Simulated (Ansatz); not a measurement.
# Lu (Lu, omega (AlB2-type)): the cost of one run

Computed with Ansatz 0.2.0 (DFT revPBE, plane waves (420 eV) with PAW, scalar-relativistic; PAW files made under PBE, frozen cores solved again for the functional, unless a step says otherwise).

### 1 The system as given

Symmetry: P6/mmm, No. 191, hexagonal system. Conventional cell: a = 5.503 Å, b = 5.503 Å, c = 3.374 Å, α = 90.00°, β = 90.00°, γ = 120.00°. Lu (site symmetry 6/mmm) is surrounded by 14 Lu at 3.37 to 3.60 Å. Lu (site symmetry -6m2) is surrounded by 11 Lu at 3.18 to 3.60 Å.

Structure file:

```cif
data_structure
_symmetry_space_group_name_H-M 'P6/mmm'
_symmetry_Int_Tables_number 191
_cell_length_a 5.5034
_cell_length_b 5.5034
_cell_length_c 3.3736
_cell_angle_alpha 90.000
_cell_angle_beta 90.000
_cell_angle_gamma 120.000
_cell_volume 88.49
loop_
_atom_site_label
_atom_site_type_symbol
_atom_site_symmetry_multiplicity
_atom_site_Wyckoff_symbol
_atom_site_fract_x
_atom_site_fract_y
_atom_site_fract_z
_atom_site_occupancy
Lu1 Lu 1 a 0.00000 0.00000 0.00000 1
Lu2 Lu 2 d 0.33333 0.66667 0.50000 1
```

### 2 Relaxing cell and atoms

File input.yaml:

```yaml
crystal:
  lattice:
    - [5.5034237973, 0.0, 0.0]
    - [-2.7517118986, 4.7661048162, 0.0]
    - [0.0, 0.0, 3.3735987877]
  atoms:
    - { symbol: Lu, position: [0.0, 0.0, 0.0] }
    - { symbol: Lu, position: [0.3333333333, 0.6666666667, 0.5] }
    - { symbol: Lu, position: [0.6666666667, 0.3333333333, 0.5] }
hamiltonian:
  xc: revpbe
  pseudopotentials:
    kind: paw
    azcp:
      Lu: "pseudopotentials/Lu.paw.azcp"
basis:
  ecutwfc: 420
  fft_grid_basis: typed
kpoints:
  mp_grid: { grid: [7, 7, 9], shift: [0, 0, 0] }
magnetization:
  spin_polarized: false
scf:
  occupations: { method: fermi_dirac, width: 0.1 }
relax:
  max_steps: 60
  f_tol: 0.01
  cell: {}
```

**Question.** How long does this run take on 2 threads of an Arm CPU, shared host, and how much memory does it need?

About 27 s, with a peak of 0.44 GiB.
